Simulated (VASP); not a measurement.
Method: PBEsol GGA, VASP's PBE PAW potentials (set 64) (plane waves; VASP).

VASP ran on this input.

**POSCAR**
```
LiI
1
    0.0000000000     2.9513818605     2.9513818605
    2.9513818605     0.0000000000     2.9513818605
    2.9513818605     2.9513818605     0.0000000000
Li I
1 1
Direct
  0.0000000000   0.0000000000   0.0000000000
  0.5000000000   0.5000000000   0.5000000000
```

KPOINTS:
```
Automatic mesh
0
Gamma
7 7 7
0 0 0
```

INCAR:
```
SYSTEM = LiI
PREC = Accurate
ENCUT = 650
EDIFF = 1E-7
NELM = 100
ALGO = Normal
LREAL = .FALSE.
LASPH = .TRUE.
ISMEAR = 0
SIGMA = 0.05
GGA = PS
LMAXMIX = 4
LWAVE = .FALSE.
LCHARG = .FALSE.
IBRION = 6
ISIF = 3
NFREE = 2
POTIM = 0.015
NSW = 1
```

POTCAR, in this order: Li_sv I (PBE.64 set). Program: vasp_std.

The run wrote:

File OUTCAR:
```
 ion  position               nearest neighbor table
   1  0.000  0.000  0.000-   2 2.95   2 2.95   2 2.95   2 2.95   2 2.95   2 2.95
   2  0.500  0.500  0.500-   1 2.95   1 2.95   1 2.95   1 2.95   1 2.95   1 2.95
  LATTYP: Found a face centered cubic cell.
 ALAT       =     5.9027637210
 Subroutine PRICEL returns:
 Original cell was already a primitive cell.
 Subroutine GETGRP returns: Found 48 space group operations
The static configuration has the point symmetry O_h .
The dynamic configuration has the point symmetry O_h .
 Subroutine INISYM returns: Found 48 space group operations
 Subroutine IBZKPT returns following result:
 Found     20 irreducible k-points:

 Following reciprocal coordinates:
            Coordinates               Weight
  0.000000  0.000000  0.000000      1.000000
  0.142857  0.000000  0.000000      8.000000
  0.285714  0.000000  0.000000      8.000000
  0.428571  0.000000  0.000000      8.000000
  0.142857  0.142857  0.000000      6.000000
  0.285714  0.142857  0.000000     24.000000
  0.428571  0.142857  0.000000     24.000000
 -0.428571  0.142857  0.000000     24.000000
 -0.285714  0.142857  0.000000     24.000000
 -0.142857  0.142857  0.000000     12.000000
  0.285714  0.285714  0.000000      6.000000
  0.428571  0.285714  0.000000     24.000000
 -0.428571  0.285714  0.000000     24.000000
 -0.285714  0.285714  0.000000     12.000000
  0.428571  0.428571  0.000000      6.000000
 -0.428571  0.428571  0.000000     12.000000
  0.428571  0.285714  0.142857     24.000000
 -0.428571  0.285714  0.142857     48.000000
 -0.428571  0.428571  0.142857     24.000000
 -0.285714  0.428571  0.142857     24.000000
 Subroutine IBZKPT_HF returns following result:
   k-points           NKPTS =     20   k-points in BZ     NKDIM =     20   number of bands    NBANDS=      9
   number of dos      NEDOS =    301   number of ions     NIONS =      2
   total plane-waves  NPLWV =  46656
   dimension x,y,z NGX =    36 NGY =   36 NGZ =   36
   dimension x,y,z NGXF=    72 NGYF=   72 NGZF=   72
   ions per type =               1   1
   PREC   = accura    normal or accurate (medium, high low for compatibility)
   ISTART =      0    job   : 0-new  1-cont  2-samecut
   ICHARG =      2    charge: 1-file 2-atom 10-const
   ISPIN  =      1    spin polarized calculation?
   LNONCOLLINEAR =      F non collinear calculations
   LSORBIT =      F    spin-orbit coupling
   INIWAV =      1    electr: 0-lowe 1-rand  2-diag
   ENCUT  =  650.0 eV  47.77 Ry    6.91 a.u.   8.68  8.68  8.68*2*pi/ulx,y,z
   NELM   =    100;   NELMIN=  2; NELMDL= -5     # of ELM steps
   EDIFF  = 0.1E-06   stopping-criterion for ELM
   LREAL  =      F    real-space projection
   NLSPLINE    = F    spline interpolate recip. space projectors
   LMAXMIX     =    4 max onsite mixed and CHGCAR
   VOSKOWN=      0    Vosko Wilk Nusair interpolation
   EDIFFG = 0.1E-05   stopping-criterion for IOM
   NSW    =     61    number of steps for IOM
   NBLOCK =      1;   KBLOCK =     61    inner block; outer block
   IBRION =      6    ionic relax: 0-MD 1-quasi-New 2-CG
   NFREE  =      2    steps in history (QN), initial steepest desc. (CG)
   ISIF   =      3    stress and relaxation
   ISYM   =      2    0-nonsym 1-usesym 2-fastsym
   TEIN   =    0.0    initial temperature
   TEBEG  =    0.0;   TEEND  =   0.0 temperature during run
   SMASS  =  -3.00    Nose mass-parameter (am)
   PSTRESS=    0.0 pullay stress
   NELECT =      10.0000    total number of electrons
   EFERMI =   0.00;   METHOD = LEGACY
   ISMEAR =     0;   SIGMA  =   0.05  broadening in eV -4-tet -1-fermi 0-gaus
   IALGO  =     38    algorithm
   LDIAG  =      T    sub-space diagonalisation (order eigenvalues)
   IMIX   =      4    mixing-type and parameters
     AMIX     =   0.40;   BMIX     =  1.00
...
```

File OSZICAR:
```
...
DAV:   7    -0.615560352135E+01   -0.30415E-06   -0.69572E-07  2163   0.614E-03    0.358E-03
DAV:   8    -0.615560363453E+01   -0.11318E-06   -0.19036E-07  1973   0.361E-03    0.769E-04
DAV:   9    -0.615560364779E+01   -0.13254E-07   -0.11039E-08  1043   0.104E-03
   8 F= -.61556036E+01 E0= -.61556036E+01  d E =-.262504E-14
       N       E                     dE             d eps       ncg     rms          rms(c)
DAV:   1    -0.616469492743E+01   -0.90913E-02   -0.46093E-01  1821   0.518E+00    0.581E-01
DAV:   2    -0.615867089728E+01    0.60240E-02   -0.88592E-03  2076   0.799E-01    0.342E-01
DAV:   3    -0.615555900372E+01    0.31119E-02   -0.97974E-03  2257   0.601E-01    0.570E-02
DAV:   4    -0.615560233124E+01   -0.43328E-04   -0.44851E-04  2078   0.138E-01    0.336E-02
DAV:   5    -0.615560310431E+01   -0.77307E-06   -0.76269E-06  2604   0.252E-02    0.117E-02
DAV:   6    -0.615560334076E+01   -0.23645E-06   -0.77863E-06  2081   0.188E-02    0.867E-03
DAV:   7    -0.615560334025E+01    0.51409E-09   -0.10272E-06  2021   0.654E-03    0.470E-03
DAV:   8    -0.615560331639E+01    0.23855E-07   -0.30780E-08  1149   0.132E-03
   9 F= -.61556033E+01 E0= -.61556033E+01  d E =-.264387E-14
       N       E                     dE             d eps       ncg     rms          rms(c)
DAV:   1    -0.615915708575E+01   -0.35537E-02   -0.41764E-01  1874   0.500E+00    0.391E-01
DAV:   2    -0.615692476262E+01    0.22323E-02   -0.56737E-03  2083   0.685E-01    0.237E-01
DAV:   3    -0.615538968964E+01    0.15351E-02   -0.47572E-03  2250   0.429E-01    0.330E-02
DAV:   4    -0.615546820776E+01   -0.78518E-04   -0.27107E-04  2149   0.106E-01    0.218E-02
DAV:   5    -0.615554320081E+01   -0.74993E-04   -0.28714E-05  2495   0.342E-02    0.600E-03
DAV:   6    -0.615559181340E+01   -0.48613E-04   -0.75356E-06  2228   0.167E-02    0.344E-03
DAV:   7    -0.615560231239E+01   -0.10499E-04   -0.55281E-07  2193   0.491E-03    0.115E-03
DAV:   8    -0.615560311608E+01   -0.80369E-06   -0.13975E-08  1136   0.943E-04    0.567E-04
DAV:   9    -0.615560351619E+01   -0.40011E-06   -0.23631E-09  1055   0.386E-04    0.535E-05
DAV:  10    -0.615560354305E+01   -0.26856E-07   -0.40438E-10  1048   0.174E-04
  10 F= -.61556035E+01 E0= -.61556035E+01  d E =-.262302E-14
       N       E                     dE             d eps       ncg     rms          rms(c)
DAV:   1    -0.616471109763E+01   -0.91076E-02   -0.47474E-01  1854   0.529E+00    0.581E-01
DAV:   2    -0.615867923427E+01    0.60319E-02   -0.85256E-03  2172   0.792E-01    0.342E-01
DAV:   3    -0.615555981136E+01    0.31194E-02   -0.99807E-03  2170   0.605E-01    0.567E-02
DAV:   4    -0.615560235518E+01   -0.42544E-04   -0.46412E-04  2121   0.140E-01    0.344E-02
DAV:   5    -0.615560318773E+01   -0.83255E-06   -0.78393E-06  2728   0.254E-02    0.126E-02
DAV:   6    -0.615560327325E+01   -0.85526E-07   -0.90887E-06  2073   0.202E-02    0.902E-03
DAV:   7    -0.615560327343E+01   -0.17599E-09   -0.11153E-06  2089   0.681E-03    0.437E-03
DAV:   8    -0.615560324635E+01    0.27077E-07   -0.33128E-08  1186   0.136E-03
  11 F= -.61556032E+01 E0= -.61556032E+01  d E =-.791313E-15
       N       E                     dE             d eps       ncg     rms          rms(c)
DAV:   1    -0.616028812311E+01   -0.46848E-02   -0.38806E-01  1880   0.477E+00    0.391E-01
DAV:   2    -0.615772778259E+01    0.25603E-02   -0.51100E-03  2197   0.646E-01    0.237E-01
DAV:   3    -0.615567836957E+01    0.20494E-02   -0.48172E-03  2170   0.438E-01    0.339E-02
DAV:   4    -0.615565807798E+01    0.20292E-04   -0.29797E-04  2192   0.111E-01    0.221E-02
DAV:   5    -0.615561870862E+01    0.39369E-04   -0.28615E-05  2479   0.341E-02    0.679E-03
DAV:   6    -0.615560531111E+01    0.13398E-04   -0.91209E-06  2257   0.181E-02    0.401E-03
DAV:   7    -0.615560362906E+01    0.16821E-05   -0.76585E-07  2250   0.573E-03    0.178E-03
DAV:   8    -0.615560358007E+01    0.48991E-07   -0.24594E-08  1154   0.117E-03
  12 F= -.61556036E+01 E0= -.61556036E+01  d E =-.223256E-14
       N       E                     dE             d eps       ncg     rms          rms(c)
DAV:   1    -0.616470877705E+01   -0.91051E-02   -0.48188E-01  1857   0.536E+00    0.580E-01
DAV:   2    -0.615868793444E+01    0.60208E-02   -0.83764E-03  2227   0.790E-01    0.342E-01
DAV:   3    -0.615556130717E+01    0.31266E-02   -0.10058E-02  2183   0.607E-01    0.565E-02
DAV:   4    -0.615560231450E+01   -0.41007E-04   -0.46358E-04  2090   0.141E-01    0.342E-02
DAV:   5    -0.615560379924E+01   -0.14847E-05   -0.86366E-06  2746   0.266E-02    0.130E-02
DAV:   6    -0.615560335358E+01    0.44566E-06   -0.11712E-05  2098   0.220E-02    0.100E-02
DAV:   7    -0.615560327020E+01    0.83380E-07   -0.12365E-06  2072   0.730E-03    0.433E-03
DAV:   8    -0.615560325879E+01    0.11410E-07   -0.20496E-08  1190   0.119E-03
  13 F= -.61556033E+01 E0= -.61556033E+01  d E =-.393034E-15
       N       E                     dE             d eps       ncg     rms          rms(c)
DAV:   1    -0.615793359213E+01   -0.23303E-02   -0.99863E-01   723   0.904E+00    0.277E-01
DAV:   2    -0.615724336575E+01    0.69023E-03   -0.62938E-03   880   0.792E-01    0.172E-01
DAV:   3    -0.615603850949E+01    0.12049E-02   -0.24659E-03  1056   0.328E-01    0.199E-02
DAV:   4    -0.615605735649E+01   -0.18847E-04   -0.16249E-04   881   0.811E-02    0.133E-02
DAV:   5    -0.615607203494E+01   -0.14678E-04   -0.76938E-06  1087   0.200E-02    0.341E-03
DAV:   6    -0.615607725234E+01   -0.52174E-05   -0.81419E-07   880   0.636E-03    0.928E-04
DAV:   7    -0.615607799743E+01   -0.74509E-06   -0.49720E-08   547   0.170E-03    0.371E-04
DAV:   8    -0.615607821992E+01   -0.22250E-06   -0.91056E-09   446   0.804E-04    0.942E-05
DAV:   9    -0.615607829590E+01   -0.75974E-07   -0.12341E-09   440   0.374E-04
  14 F= -.61560783E+01 E0= -.61560783E+01  d E =-.937082E-19
       N       E                     dE             d eps       ncg     rms          rms(c)
DAV:   1    -0.615550667445E+01    0.57155E-03   -0.25305E+00   723   0.140E+01    0.171E-01
DAV:   2    -0.615608725081E+01   -0.58058E-03   -0.65649E-03   790   0.794E-01    0.994E-02
DAV:   3    -0.615607750272E+01    0.97481E-05   -0.15901E-04  1117   0.116E-01    0.104E-02
DAV:   4    -0.615607809215E+01   -0.58943E-06   -0.69899E-06   846   0.240E-02    0.426E-03
DAV:   5    -0.615607818991E+01   -0.97755E-07   -0.53537E-07  1024   0.715E-03
  15 F= -.61560782E+01 E0= -.61560782E+01  d E =-.109935E-18
       N       E                     dE             d eps       ncg     rms          rms(c)
DAV:   1    -0.615521508607E+01    0.86301E-03   -0.98095E-01   722   0.894E+00    0.965E-02
DAV:   2    -0.615607122325E+01   -0.85614E-03   -0.89786E-03   773   0.892E-01    0.533E-02
DAV:   3    -0.615607565377E+01   -0.44305E-05   -0.12498E-04  1132   0.106E-01    0.310E-02
DAV:   4    -0.615607809348E+01   -0.24397E-05   -0.18412E-05   821   0.387E-02    0.349E-03
DAV:   5    -0.615607843018E+01   -0.33671E-06   -0.17511E-06   907   0.114E-02    0.310E-03
DAV:   6    -0.615607846814E+01   -0.37962E-07   -0.89950E-08   557   0.303E-03
  16 F= -.61560785E+01 E0= -.61560785E+01  d E =-.117531E-18
       N       E                     dE             d eps       ncg     rms          rms(c)
DAV:   1    -0.615468931504E+01    0.13891E-02   -0.59252E-01   741   0.405E+00    0.120E-01
DAV:   2    -0.615609974808E+01   -0.14104E-02   -0.14832E-02   838   0.909E-01    0.400E-02
DAV:   3    -0.615608502193E+01    0.14726E-04   -0.25102E-04  1001   0.116E-01    0.197E-02
DAV:   4    -0.615607771728E+01    0.73046E-05   -0.67421E-05   897   0.554E-02    0.707E-03
DAV:   5    -0.615607848679E+01   -0.76951E-06   -0.63983E-06   813   0.178E-02    0.479E-03
DAV:   6    -0.615607854218E+01   -0.55390E-07   -0.72986E-07   888   0.731E-03
  17 F= -.61560785E+01 E0= -.61560785E+01  d E =-.125147E-18
```

### OUTCAR
```
------------------------ aborting loop because EDIFF is reached ----------------------------------------
  FORCE on cell =-STRESS in cart. coord.  units (eV):
  Direction    XX          YY          ZZ          XY          YZ          ZX
  --------------------------------------------------------------------------------------
  Total       -0.0067577     -0.0085236     -0.0085236     -0.0000000      0.0000000      0.0000000
  in kB       -0.2105722     -0.2655990     -0.2655990     -0.0000000      0.0000000      0.0000000
  external PRESSURE =      -0.2472567 kB  Pullay stress =       0.0000000 kB
  volume of cell :       51.42
      direct lattice vectors                 reciprocal lattice vectors
     0.000000000  2.951381861  2.951381861    -0.169412168  0.169412168  0.169412168
     2.951381861  0.000000000  2.951381861     0.169412168 -0.169412168  0.169412168
     2.951381861  2.951381861  0.000000000     0.169412168  0.169412168 -0.169412168
 POSITION                                       TOTAL-FORCE (eV/Angst)
 -----------------------------------------------------------------------------------
      0.00000      0.00000      0.00000        -0.009129      0.000000      0.000000
      2.93638      2.95138      2.95138         0.009129      0.000000      0.000000
 -----------------------------------------------------------------------------------
    total drift:                               -0.000154     -0.000000     -0.000000
  FREE ENERGIE OF THE ION-ELECTRON SYSTEM (eV)
  ---------------------------------------------------
  free  energy   TOTEN  =        -6.1560785422 eV

  energy  without entropy=       -6.1560785422  energy(sigma->0) =       -6.15607854

   1 f  =    4.765076 THz    29.939856 2PiTHz  158.945829 cm-1    19.706762 meV
             X         Y         Z           dx          dy          dz
      0.000000  0.000000  0.000000     0.000000    0.973791    0.000000
      2.951382  2.951382  2.951382     0.000000   -0.227446    0.000000

   2 f  =    4.765076 THz    29.939856 2PiTHz  158.945829 cm-1    19.706762 meV
             X         Y         Z           dx          dy          dz
      0.000000  0.000000  0.000000     0.973791    0.000000    0.000000
      2.951382  2.951382  2.951382    -0.227446    0.000000    0.000000

   3 f  =    4.765076 THz    29.939856 2PiTHz  158.945829 cm-1    19.706762 meV
             X         Y         Z           dx          dy          dz
      0.000000  0.000000  0.000000     0.000000    0.000000    0.973791
      2.951382  2.951382  2.951382     0.000000    0.000000   -0.227446

   4 f/i=    0.006601 THz     0.041475 2PiTHz    0.220185 cm-1     0.027299 meV
             X         Y         Z           dx          dy          dz
      0.000000  0.000000  0.000000    -0.227446    0.000000    0.000000
      2.951382  2.951382  2.951382    -0.973791    0.000000    0.000000

   5 f/i=    0.006601 THz     0.041475 2PiTHz    0.220185 cm-1     0.027299 meV
             X         Y         Z           dx          dy          dz
      0.000000  0.000000  0.000000     0.000000    0.000000   -0.227446
      2.951382  2.951382  2.951382     0.000000    0.000000   -0.973791

   6 f/i=    0.006601 THz     0.041475 2PiTHz    0.220185 cm-1     0.027299 meV
             X         Y         Z           dx          dy          dz
      0.000000  0.000000  0.000000     0.000000   -0.227446    0.000000
      2.951382  2.951382  2.951382     0.000000   -0.973791    0.000000

 ELASTIC MODULI CONTR FROM IONIC RELAXATION (kBar)
 Direction    XX          YY          ZZ          XY          YZ          ZX
 --------------------------------------------------------------------------------
 XX           0.0000      0.0000      0.0000      0.0000      0.0000      0.0000
 YY           0.0000      0.0000      0.0000      0.0000      0.0000      0.0000
 ZZ           0.0000      0.0000      0.0000      0.0000      0.0000      0.0000
 XY           0.0000      0.0000      0.0000      0.0000      0.0000      0.0000
 YZ           0.0000      0.0000      0.0000      0.0000      0.0000      0.0000
 ZX           0.0000      0.0000      0.0000      0.0000      0.0000      0.0000
 --------------------------------------------------------------------------------

 TOTAL ELASTIC MODULI (kBar)
 Direction    XX          YY          ZZ          XY          YZ          ZX
 --------------------------------------------------------------------------------
 XX         428.5795    126.2640    126.2640     -0.0000      0.0000     -0.0000
 YY         126.2640    428.5795    126.2640     -0.0000     -0.0000     -0.0000
 ZZ         126.2640    126.2640    428.5795      0.0000      0.0000      0.0000
 XY          -0.0000     -0.0000      0.0000    151.5206      0.0000      0.0000
 YZ           0.0000     -0.0000      0.0000      0.0000    151.5206      0.0000
 ZX          -0.0000     -0.0000      0.0000      0.0000      0.0000    151.5206
 --------------------------------------------------------------------------------
```
(Selected blocks of OUTCAR.)

The compound is LiI in the rock salt structure. It was relaxed first, which changed the volume by -6 %.
